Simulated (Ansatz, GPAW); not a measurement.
## A script for CuI (GLLB-SC)

These are simulated results from GPAW 26.7.0, not measurements. The cell was built from a prototype and was relaxed with r2SCAN in plane waves (Ansatz 0.2.0). Not every such cell is a known phase. All runs are without spin polarisation.

The symmetry is P6_3/mmc (No. 194, hexagonal); conventional cell a = 4.147 Å, c = 6.336 Å, 23.60 Å³ an atom. Cu is surrounded by 6 I at 2.87 Å; I is surrounded by 6 Cu at 2.87 Å.

GLLB-SC is a model potential. Its fundamental gap is the Kohn-Sham gap plus a derivative discontinuity, which the script evaluates at the band edges among the listed k points. Its total energy isn't variational and serves nothing here.

The script, run.py:

```python
import json
from ase import Atoms
from gpaw import GPAW, PW, FermiDirac

atoms = Atoms(['Cu', 'Cu', 'I', 'I'],
              cell=[[4.147337, -0.0, -0.0], [-2.073669, 3.591699, 0.0], [0.0, 0.0, 6.336356]],
              scaled_positions=[[0.0, -0.0, -0.0], [0.0, -0.0, 0.5], [0.333333, 0.666667, 0.25], [0.666667, 0.333333, 0.75]],
              pbc=True)
calc = GPAW(mode=PW(400), xc='GLLBSC', kpts={'size': (6, 6, 4), 'gamma': True},
            occupations=FermiDirac(0.02), maxiter=100, legacy_gpaw=True, txt='gpaw.txt')
atoms.calc = calc
res = {'energy': atoms.get_potential_energy(force_consistent=True)}
res['electrons'] = calc.get_number_of_electrons()
res['k'] = calc.get_ibz_k_points().tolist()
res['levels'] = [calc.get_eigenvalues(kpt=i).tolist() for i in range(len(res['k']))]
points = [[0.0, 0.0, 0.0], [0.5, 0.0, 0.0], [0.333333, 0.333333, 0.0], [0.0, 0.0, 0.5], [0.5, 0.0, 0.5], [0.333333, 0.333333, 0.5], [0.0, 0.5, 0.0]]
bands = calc.fixed_density(kpts=points, symmetry='off', nbands=round(res['electrons']) // 2 + 6, convergence={'bands': -2}, txt='bands.txt')
res['points'] = [bands.get_eigenvalues(kpt=i).tolist() for i in range(len(points))]
homo, lumo = bands.get_homo_lumo()
potential = calc.hamiltonian.xc.response.calculate_discontinuity_potential(homo, lumo)
res['discontinuity'] = bands.hamiltonian.xc.response.calculate_discontinuity(potential)
json.dump(res, open('results.json', 'w'))
print('free energy (eV):', round(res['energy'], 5))
```

Command: `python run.py`. It took 76 s on 1 thread of Arm Neoverse V1, on a shared host, peak memory 0.26 GiB.

The log gpaw.txt, trimmed of paths, versions and times, then the last line on the terminal. An iter line gives the energy in eV and the logarithms of the changes of orbitals (plane waves alone) and density (c: converged):

```
___ ___ ___ _ _ _
 |   |   |_  | | | |

 | | | | | . | | | |

 |__ |  _|___|_____|  26.7.0
 |___|_|

Input parameters:
  kpts: {gamma: True,
         size: (6, 6, 4)}
  maxiter: 100
  mode: {ecut: 400.0,
         name: pw}
  occupations: {fixmagmom: False,
                name: fermi-dirac,
                width: 0.02}
  xc: GLLBSC

System changes: positions, numbers, cell, pbc, initial_charges, initial_magmoms

Initialize ...

species:
  Cu:
    name:    Copper
    Z:       29.0
    valence: 11
    core:    18
    charge:  0.0  # [|e|]
    compensation charges:
      type: gauss
      rc: 0.33  # [Å]
      lmax: 2
    cutoffs:
      filter: 2.06  # [Å]
      core: 2.38  # [Å]
    projectors
    | kind |    occ | energy [eV] | rcut [Å] |

    |------|--------|-------------|----------|

    |   4s |  1.000 |      -7.104 |    1.164 |

    |   4p |  0.000 |      -2.358 |    1.164 |

    |   3d | 10.000 |      -8.481 |    1.058 |

    |    s |        |      20.107 |    1.164 |

    |    p |        |      24.854 |    1.164 |

    |    d |        |      18.730 |    1.058 |

    Using partial waves for Cu as LCAO basis

  I:
    name:    Iodine
    Z:       53.0
    valence: 7
    core:    46
    charge:  0.0  # [|e|]
    compensation charges:
      type: gauss
      rc: 0.37  # [Å]
      lmax: 2
    cutoffs:
      filter: 2.06  # [Å]
      core: 2.96  # [Å]
    projectors
    | kind |    occ | energy [eV] | rcut [Å] |

    |------|--------|-------------|----------|

    |   5s |  2.000 |     -20.049 |    1.164 |

    |   5p |  5.000 |     -10.166 |    1.164 |

    |    s |        |       7.162 |    1.164 |

    |    p |        |      17.045 |    1.164 |

    |    d |        |       0.000 |    1.164 |

    Using partial waves for I as LCAO basis

Reference energy: -476887.374398  # eV

Spin-paired calculation

Convergence criteria:
 Maximum [total energy] change in last 3 cyles: 0.0005 eV / valence electron
 Maximum integral of absolute [dens]ity change: 0.0001 electrons / valence electron
 Maximum integral of absolute [eigenst]ate change: 4e-08 eV^2 / valence electron
 Maximum number of scf [iter]ations: 100
 (Square brackets indicate name in SCF output, whereas a 'c' in
 the SCF output indicates the quantity has converged.)

Symmetries present (total): 2

  ( 1  0  0)  (-1  0  0)
  ( 0  1  0)  ( 0 -1  0)
  ( 0  0  1)  ( 0  0 -1)

144 k-points: 6 x 6 x 4 Monkhorst-Pack grid + [1/12,1/12,1/8]
76 k-points in the irreducible part of the Brillouin zone
       k-points in crystal coordinates                weights
   0:     0.00000000    0.00000000    0.00000000          1/144
   1:     0.00000000    0.00000000    0.25000000          2/144
   2:     0.00000000    0.00000000    0.50000000          1/144
   3:     0.00000000    0.16666667   -0.25000000          2/144
   4:     0.00000000    0.16666667    0.00000000          2/144
   5:     0.00000000    0.16666667    0.25000000          2/144
   6:     0.00000000    0.16666667    0.50000000          2/144
   7:     0.00000000    0.33333333   -0.25000000          2/144
   8:     0.00000000    0.33333333    0.00000000          2/144
   9:     0.00000000    0.33333333    0.25000000          2/144
          ...
  75:     0.50000000    0.50000000    0.50000000          1/144

Wave functions: Plane wave expansion
  Cutoff energy: 400.000 eV
  Number of coefficients (min, max): 1688, 1752
  Pulay-stress correction: 0.000000 eV/Ang^3 (de/decut=0.000000)
  Using FFTW library
  ScaLapack parameters: grid=1x1, blocksize=None
  Wavefunction extrapolation:
    Improved wavefunction reuse through dual PAW basis

Occupation numbers: Fermi-Dirac:
  width: 0.0200  # eV

Eigensolver
   Davidson(niter=2)

Densities:
  Coarse grid: 20*20*30 grid
  Fine grid: 40*40*60 grid
  Total Charge: 0.000000

Density mixing:
  Method: separate
  Backend: msr1
  Linear mixing parameter: 0.05
  old densities: 10
  Width of damping distribution: 1.1
  Damping of long wavelength oscillations: 20

Hamiltonian:
  XC and Coulomb potentials evaluated on a 40*40*60 grid
  Using the GLLBSC Exchange-Correlation functional
  External potential:
    NoExternalPotential

XC parameters: GLLBSC functional being used consists of
  -----------------------------------------------------------------------
  | Weight | Module     | Description                                   |

  -----------------------------------------------------------------------
  |  1.000 | SCREENING  | GGA_X_PBE_SOL with 2 nearest neighbor stencil |

  |  1.000 | RESPONSE   | eps=0.0500 eV                                 |

  |  1.000 | XC         | GGA_C_PBE_SOL with 2 nearest neighbor stencil |

  -----------------------------------------------------------------------

Memory estimate:
  Process memory now: 115.61 MiB
  Calculator: 86.10 MiB
    Density: 6.49 MiB
      Arrays: 2.38 MiB
      Localized functions: 2.28 MiB
      Mixer: 1.83 MiB
    Hamiltonian: 1.61 MiB
      Arrays: 1.56 MiB
      XC: 0.00 MiB
      Poisson: 0.00 MiB
      vbar: 0.06 MiB
    Wavefunctions: 78.00 MiB
      Arrays psit_nG: 52.83 MiB
      Eigensolver: 0.93 MiB
      Projections: 1.87 MiB
      Projectors: 19.88 MiB
      PW-descriptor: 2.49 MiB

Total number of cores used: 1

Number of atoms: 4
Number of atomic orbitals: 26
Number of bands in calculation: 26
Number of valence electrons: 36
Bands to converge: occupied

... initialized

Initializing position-dependent things.

Density initialized from atomic densities
Creating initial wave functions:
  26 bands from LCAO basis set
Positions:
   0 Cu     0.000000    0.000000    0.000000    ( 0.0000,  0.0000,  0.0000)
   1 Cu     0.000000    0.000000    3.168178    ( 0.0000,  0.0000,  0.0000)
   2 I     -0.000002    2.394467    1.584089    ( 0.0000,  0.0000,  0.0000)
   3 I      2.073670    1.197232    4.752267    ( 0.0000,  0.0000,  0.0000)

Unit cell:
           periodic     x           y           z      points  spacing
  1. axis:    yes    4.147337   -0.000000   -0.000000    20     0.1796
  2. axis:    yes   -2.073669    3.591699    0.000000    20     0.1796
  3. axis:    yes    0.000000    0.000000    6.336356    30     0.2112

  Lengths:   4.147337   4.147337   6.336356
  Angles:   90.000000  90.000000 120.000007

Effective grid spacing dv^(1/3) = 0.1989

iter:   1   -11.363852
iter:   2   -10.921200   -0.80  -1.52
iter:   3   -11.020586   -2.62  -1.51
iter:   4   -10.927673   -3.34  -1.51
iter:   5   -10.932352   -3.03  -1.76
iter:   6   -10.942390c  -4.20  -2.22
iter:   7   -10.966447   -4.55  -2.24
iter:   8   -10.979544   -5.41  -2.72
iter:   9   -10.997419   -5.17  -2.65
iter:  10   -10.996490c  -6.49  -2.86
iter:  11   -10.995127c  -7.85c -2.88
iter:  12   -11.026811   -4.76  -2.86
iter:  13   -11.038203   -5.65  -3.43
iter:  14   -11.039492c  -6.76  -3.67
iter:  15   -11.037400c  -6.92  -4.05c
iter:  16   -11.037468c  -7.82c -4.18c

Converged after 16 iterations.

Energy contributions relative to reference atoms: (reference = -476887.374398)

Kinetic:       +101.300676
Potential:      -97.029219
External:        +0.000000
XC:             -17.104490
Entropy (-ST):   -0.000000
Local:           +1.795565
SIC:             +0.000000
--------------------------
Free energy:    -11.037468
Extrapolated:   -11.037468

GLLBSC response reference energy: 4.39338 eV (from HOMO)

Showing only first 2 kpts
 Kpt  Band  Eigenvalues  Occupancy
  0    16      4.24960    2.00000
  0    17      4.24960    2.00000
  0    18      5.52674    0.00000
  0    19      7.51809    0.00000

  1    16      4.14594    2.00000
  1    17      4.14594    2.00000
  1    18      6.47416    0.00000
  1    19      7.61540    0.00000

Fermi level: 4.77727

Gap: 0.748 eV
Transition (v -> c):
  (s=0, k=73, n=17, [0.50, 0.50, 0.00]) -> (s=0, k=55, n=18, [0.33, 0.33, 0.00])
Direct/indirect transitions are different
Direct gap: 1.277 eV
Transition at: (s=0, k=0, n=17, [0.00, 0.00, 0.00])

free energy (eV): -11.03747
```

The gap in the log is over the mesh alone; results.json adds the listed points. GLLB-SC gives a gap of 1.13 eV (0.748 eV Kohn-Sham over the listed points plus 0.381 eV discontinuity). On the same cell, plane-wave PBE (Ansatz, 12×12×4 k points and the special points) gives a gap of 0.48 eV and r2SCAN a gap of 0.84 eV; on shared hosts these took about 16 and 37 core-seconds on the 4-atom cell, against 76 for the script. Spin-orbit coupling, left out in all these runs, can cut or reorder the gap by tenths of an eV, up to about 1 eV with Pb or Bi.

Spin-orbit coupling is left out, which matters wherever the heavy atoms make up the band edges.
